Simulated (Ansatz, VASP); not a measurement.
# One calculation of Zr, two programs

```
Zr
1.0
    -1.79085    1.79085    1.79085
     1.79085   -1.79085    1.79085
     1.79085    1.79085   -1.79085
Zr
1
Direct
  0.00000 0.00000 0.00000
```

Alike in both runs: task single point; functional LDA; k mesh 13 × 13 × 13; occupations fermi-dirac, width 0.05 eV; no spin polarisation.

```csv
,VASP,Ansatz
version,VASP 6.6.1,Ansatz 0.2.0
potentials or method,"VASP PAW LDA potentials, release 64 (Zr_sv), cutoff 520 eV","all-electron LAPW, scalar-relativistic"
```

|  | VASP | Ansatz | Ansatz less VASP |
| --- | --- | --- | --- |
| pressure (GPa) | -7.3 | -7.4 | -0.06 |

Ansatz ran all-electron here, so the differences hold the error of VASP's frozen core and of both bases.
